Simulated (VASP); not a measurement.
**Sc: single point with PBE**

The system is Sc.

```xyz
1
Lattice="0.0000 2.2705 2.2705 2.2705 0.0000 2.2705 2.2705 2.2705 0.0000" Properties=species:S:1:pos:R:3 pbc="T T T"
Sc    0.0000    0.0000    0.0000
```

This isn't the form of Sc at room conditions, which is hcp.

```json
{"Program": "VASP 6.6.1", "Task": "single point", "Functional": "PBE", "Potentials or basis": "VASP PAW PBE potentials, release 64 (Sc_sv)", "Cutoff": "520 eV", "k mesh": "15 × 15 × 15", "Occupations": "fermi-dirac, width 0.03 eV", "Spin": "no spin polarisation"}
```

```json
{"Pressure": "2.9 GPa", "Band gap on the k mesh": "none (metal or under the smearing width)"}
```

Levels at points of the mesh, in eV from the Fermi level:
```
           k point  band 2  band 3  band 4  band 5  band 6  band 7  band 8  band 9
(0.00, 0.00, 0.00)  -27.68  -27.68  -27.68   -5.29    1.65    1.65    1.65    3.13
```

Run time: 10 s on 1 thread of Intel(R) Xeon(R) 6975P-C (Granite Rapids) (shared host), peak memory 0.16 GiB.
